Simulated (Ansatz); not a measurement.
# BaS: the cost of one run

Method: DFT PBE, scalar-relativistic, plane waves, PAW, in Ansatz 0.2.0.

1 further run of the same task is left out (it didn't finish).

### 1 The starting structure

It takes space group Fm-3m (No. 225, cubic). Conventional cell: a = 6.428 Å, b = 6.428 Å, c = 6.428 Å, α = 90.00°, β = 90.00°, γ = 90.00°. Ba (site symmetry m-3m) has 6 S at 3.21 Å as nearest neighbours. S (site symmetry m-3m) is surrounded by 6 Ba at 3.21 Å.

Coordinates:

```xyz
2
Lattice="0.0000 3.2142 3.2142 3.2142 0.0000 3.2142 3.2142 3.2142 0.0000" Properties=species:S:1:pos:R:3 pbc="T T T"
Ba    3.2142    3.2142    3.2142
S     0.0000    0.0000    0.0000
```

This cell comes from an earlier session at PBE: 33.206 Å³/atom at 0.00 GPa, on a 10×10×10 mesh.

The changes: atom 1 (Ba) moved 0.08 Å along z; atom 2 (S) moved 0.08 Å along y; strain e2 = -0.01, atoms carried along; strain e1 = -0.01, atoms carried along; all atoms moved at random (σ = 0.06 Å), cell strained at random (1 %); all atoms moved at random (σ = 0.1 Å), cell strained at random (1 %).

### 2 Atom 1 (Ba) moved 0.08 Å along z

Input file input.yaml:

```yaml
crystal:
  lattice:
    - [0.0, 3.2142043034, 3.2142043034]
    - [3.2142043034, 0.0, 3.2142043034]
    - [3.2142043034, 3.2142043034, 0.0]
  atoms:
    - { symbol: Ba, position: [0.5124447596, 0.5124447596, 0.4875552404] }
    - { symbol: S, position: [0.0, 0.0, 0.0] }
basis:
  ecutwfc: 420
  ecutrho_ratio: 4
kpoints:
  mp_grid: { grid: [10, 10, 10] }
hamiltonian:
  xc: pbe
scf:
  occupations: { method: gaussian, width: 0.05 }
output:
  forces: true
  stress: true
  eigenvalues: true
  write_density: true
  write_potential: true
  elf: true
  volumetric_format: npy
```

Launch:

```console
$ ansatz run input.yaml --threads 4 --pin off --max-ram 7168MiB --backend cpu --events-out ev --progress --plain --runs-dir out
```

Q: Estimate wall time and peak memory on 4 threads of Arm Neoverse N1, shared host.

About 5.7 s, with a peak of 0.44 GiB.
